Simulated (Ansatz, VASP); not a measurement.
## Si in VASP and in Ansatz

```
Si
1.0
     0.00000    2.71664    2.71664
     2.71664    0.00000    2.71664
     2.71664    2.71664    0.00000
Si
2
Direct
  0.00000 0.00000 0.00000
  0.25000 0.25000 0.25000
```

Alike in both runs: task single point; functional HSE06; k mesh 4 × 4 × 4; occupations fermi-dirac, width 0.05 eV; no spin polarisation.

|  | VASP | Ansatz |
| --- | --- | --- |
| version | VASP 6.6.1 | Ansatz 0.2.0 development build |
| potentials or method | VASP PAW PBE potentials, release 64 (Si) | plane waves, PAW datasets (hand-made set) |
| plane-wave cutoff (eV) | 520 | 460 |
| valence electrons in the cell | 8 | 8 |

Ansatz gave:

* gap on the k mesh at the Fermi level (eV): 1.32

**Question.** Which values does VASP return?

**Answer.** gap on the k mesh at the Fermi level (eV): 1.33.

Caveats: the k mesh is coarse (spacing up to 0.50 Å⁻¹), so the values aren't converged, least of all with exact exchange. A k mesh can miss the band edges.
